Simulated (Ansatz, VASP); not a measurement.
## One calculation of Sn, two programs

File INCAR:

```
SYSTEM = Sn
PREC = Accurate ; ENCUT = 520
EDIFF = 1E-6 ; ISMEAR = -1
SIGMA = 0.15 ; LREAL = .False.
LASPH = .True. ; NELM = 60
ALGO = Normal ; ISIF = 2
LWAVE = .False. ; LCHARG = .True.
GGA = PE ; LELF = .True.
LVHAR = .True. ; NBANDS = 21
```

The input KPOINTS:

```
Automatic mesh
0
Gamma
  12 12 12
  0 0 0
```

POSCAR

```
Sn
1.0
    0.0000000000      3.3515187112      3.3515187112
    3.3515187112      0.0000000000      3.3515187112
    3.3515187112      3.3515187112      0.0000000000
Sn
2
Direct
    0.5000000000      0.5000000000      0.5000000000
    0.7500000000      0.7500000000      0.7500000000
```

Input for Ansatz:

```yaml
crystal:
  lattice:
    - [0.0, 3.3515187112, 3.3515187112]
    - [3.3515187112, 0.0, 3.3515187112]
    - [3.3515187112, 3.3515187112, 0.0]
  atoms:
    - { symbol: Sn, position: [0.5, 0.5, 0.5] }
    - { symbol: Sn, position: [0.75, 0.75, 0.75] }
basis:
  ecutwfc: 420
kpoints:
  mp_grid: { grid: [12, 12, 12] }
hamiltonian:
  xc: pbe
scf:
  occupations: { method: fermi_dirac, width: 0.15 }
output:
  forces: true
  stress: true
  eigenvalues: true
```

Alike in both runs: task single point; functional PBE; k mesh 12 × 12 × 12; occupations fermi-dirac, width 0.15 eV; no spin polarisation.

```csv
,VASP,Ansatz
version,VASP 6.6.1,Ansatz 0.2.0
potentials or method,"VASP PAW PBE potentials, release 64 (Sn_d)","scalar-relativistic, plane waves, PAW"
plane-wave cutoff (eV),520,420
valence electrons in the cell,28,28
```

```csv
,VASP,Ansatz,Ansatz less VASP
gap on the k mesh at the Fermi level (eV),none,none,-
pressure (GPa),-0.7,-0.7,+0.04
```

A gap of «none» marks a metal or a gap that the smearing closes.
